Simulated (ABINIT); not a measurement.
InP:

```
CELL_PARAMETERS angstrom
0.00000 2.93050 2.93050
2.93050 0.00000 2.93050
2.93050 2.93050 0.00000
ATOMIC_POSITIONS crystal
In 0.00000 0.00000 0.00000
P 0.75000 0.75000 0.75000
```

Base run:

```yaml
Program: ABINIT 10.8.3 (patched build)
Functional: OLYP
Potentials_or_basis: JTH PAW PBE v2.0 sp
Cutoff: 544 eV
k_mesh: 8 × 8 × 8
Occupations: fermi-dirac, width 0.05 eV
Spin: no spin polarisation
```

Its results: band gap on the k mesh 1.08 eV, direct.

Problem. After a change of settings the same cell gave: band gap on the k mesh 0.72 eV, direct. Which change was it?
A. functional from OLYP to BP86
B. functional from OLYP to LDA-VWN; potentials or basis from JTH PAW PBE v2.0 sp to JTH PAW LDA v2.0; valence electrons from 8 to 18
C. functional from OLYP to WC; potentials or basis from JTH PAW PBE v2.0 sp to JTH PAW PBE v2.0; valence electrons from 8 to 18
D. functional from OLYP to LDA-Teter; potentials or basis from JTH PAW PBE v2.0 sp to JTH PAW LDA v2.0; valence electrons from 8 to 18

Solution. A.

Caveats: spin-orbit coupling is left out, which moves the levels of the heavy elements; this set keeps more shells in the core, which shifts pressures and gaps.

Not every run made on this cell is shown here.
